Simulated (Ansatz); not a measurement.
MoS2 under changes of volume

One of the cells (31.721 Å³/atom); the others are scaled copies at fixed shape and fractional positions:

```
CELL_PARAMETERS angstrom
3.18454 0.00000 0.00000
-1.59227 2.75789 0.00000
0.00000 0.00000 21.67053
ATOMIC_POSITIONS crystal
Mo 0.33333 0.66667 0.85116
Mo 0.66667 0.33333 0.14884
S 0.66667 0.33333 0.77963
S 0.33333 0.66667 0.07725
S 0.66667 0.33333 0.92275
S 0.33333 0.66667 0.22037
```

- Program: Ansatz 0.2.0
- Functional: PBE
- Potentials or basis: Ansatz PAW earlier set
- Cutoff: 640 eV
- Density cutoff: 2560 eV
- k mesh: 10 × 10 × 2
- Occupations: fermi-dirac, width 0.05 eV
- Spin: no spin polarisation

```csv
volume (Å³/atom),energy over the lowest point (meV/atom),gap on the mesh (eV),largest force (eV/Å)
29.817,42.65,1.48,1.366
30.452,20.47,1.45,0.959
31.086,?,?,?
31.721,0.00,1.39,0.235
32.355,0.12,1.36,0.140
32.990,6.22,1.33,0.432
33.624,17.68,1.30,0.702
```

Question: What does the run at 31.086 Å³/atom give?

Answer: Energy over the lowest point 6.53 meV/atom; gap on the mesh 1.42 eV; largest force 0.583 eV/Å.

Worked out: A Birch-Murnaghan fit of order 3 (a polynomial in V^(-2/3)) to the other rows has its minimum at 32.02 Å³/atom with B0 = V·E''(V) = 80 GPa and B' = 4.4 at fixed shape and positions, which overstates the stiffness. It gives 6.55 meV/atom at 31.086 Å³/atom, against the run's 6.53. A straight line through the other rows of the gap, of slope -1.5 eV per unit of ln V, gives 1.42 eV, against the run's 1.42.

Energies are extrapolated to zero smearing.

A mesh can miss the band edges. Spin-orbit coupling on Mo is left out.
